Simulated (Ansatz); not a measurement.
Write the native input for Ansatz 0.2.0 that does the following.

| Item | Value |
| --- | --- |
| Task | single point |
| Functional | PBE |
| Potentials or basis | all-electron LAPW, scalar-relativistic |
| Cutoff | 303 eV (chosen from the basis error) |
| Basis error allowed | 0.001 eV/atom |
| k mesh | 10 × 10 × 10 |
| Occupations | gaussian, width 0.016 eV |
| Spin | no spin polarisation |

The system is HfC.

```xyz
2
Lattice="0.0000 2.3250 2.3250 2.3250 0.0000 2.3250 2.3250 2.3250 0.0000" Properties=species:S:1:pos:R:3 pbc="T T T"
Hf    2.3250    2.3250    2.3250
C     0.0000    0.0000    0.0000
```

These files were run (other wordings do the same):

input.yaml

```yaml
crystal:
  lattice:
    - [0.0, 2.325, 2.325]
    - [2.325, 0.0, 2.325]
    - [2.325, 2.325, 0.0]
  atoms:
    - { symbol: Hf, position: [0.5, 0.5, 0.5] }
    - { symbol: C, position: [0.0, 0.0, 0.0] }
kpoints:
  mp_grid: { grid: [10, 10, 10] }
scf:
  occupations: { method: gaussian, width: 0.016 }
hamiltonian:
  xc: pbe
  pseudopotentials: { kind: all_electron, lapw: { basis_error: 0.001 } }
output:
  forces: true
  stress: true
  eigenvalues: true
```

Potentials or basis: all-electron LAPW, scalar-relativistic.

The run is started by

```console
$ ansatz run input.yaml --threads 1 --pin off --max-ram 3072MiB --backend cpu --events-out ev --progress --plain --runs-dir out
```

It gave:

The pressure is 0.3 GPa and the band gap on the k mesh is none (metal or under the smearing width).

Wall time 8.2 s on 1 thread of Intel(R) Xeon(R) Platinum 8375C CPU @ 2.90GHz (Ice Lake), with other jobs on the host, peak memory 0.37 GiB.
